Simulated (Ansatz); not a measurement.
Pd: relaxation of cell and atoms with revPBE+D4

Crystal: Pd.

```
CELL_PARAMETERS angstrom
0.00000 1.94650 1.94650
1.94650 0.00000 1.94650
1.94650 1.94650 0.00000
ATOMIC_POSITIONS crystal
Pd 0.00000 0.00000 0.00000
```

```json
{
  "Program": "Ansatz 0.2.0",
  "Task": "relaxation of cell and atoms",
  "Functional": "revPBE",
  "Dispersion": "D4",
  "Potentials or basis": "Ansatz PAW",
  "Cutoff": "420 eV (not typed: the program's choice for these potentials)",
  "k mesh": "12 × 12 × 12",
  "Occupations": "fermi-dirac, width 0.05 eV",
  "Spin": "no spin polarisation"
}
```

```
Relaxed volume                         : 14.88 Å³/atom
Relaxed cell                           : a = 2.761 Å, b = 2.761 Å, c = 2.761 Å, α = 60.00°, β = 60.00°, γ = 60.00°
Space group after relaxing (to 0.05 Å) : Fm-3m (No. 225)
Energy gained by relaxing              : 0.6 meV/atom
Ionic steps                            : 4
Pressure after relaxing                : 0.0 GPa
Band gap on the k mesh                 : none (metal or under the smearing width)
```

The path:
```tsv
step	energy change (eV)	largest force (eV/Å)	volume (Å³)
1	0.0000	0.0000	14.75
2	-0.0003	0.0000	14.96
3	-0.0006	0.0000	14.88
4	-0.0006	0.0000	14.88
```

Final structure:
```
Pd
1.0
     0.00000    1.95221    1.95221
     1.95221    0.00000    1.95221
     1.95221    1.95221    0.00000
Pd
1
Cartesian
  0.0000 0.0000 0.0000
```

Levels at points of the mesh, in eV from the Fermi level:
| k point | band 6 | band 7 | band 8 | band 9 | band 10 | band 11 | band 12 | band 13 |
| --- | --- | --- | --- | --- | --- | --- | --- | --- |
| (0.00, 0.00, 0.00) | -2.78 | -2.78 | -2.78 | -1.19 | -1.19 | 17.05 | 21.74 | 21.74 |
| (0.00, 0.00, -0.50) | -2.82 | -2.82 | -0.01 | -0.01 | 1.08 | 7.29 | 16.45 | 20.93 |
| (0.00, -0.50, -0.50) | -5.01 | -0.04 | 0.30 | 0.30 | 3.40 | 10.70 | 13.20 | 13.20 |

It took 1.9 s on 2 threads of Arm Neoverse V2, with other jobs on the host, peak memory 0.28 GiB.

Caveat: the plane-wave basis is chosen anew once the cell has moved, so the energies of steps on either side of that aren't comparable; pairwise dispersion overbinds metals, which lowers pressure and volume; the PAW data sets come from PBE, with cores solved anew for the run's functional, which leaves a small shift of forces and pressure. Zero-point motion and thermal expansion aren't in these numbers.
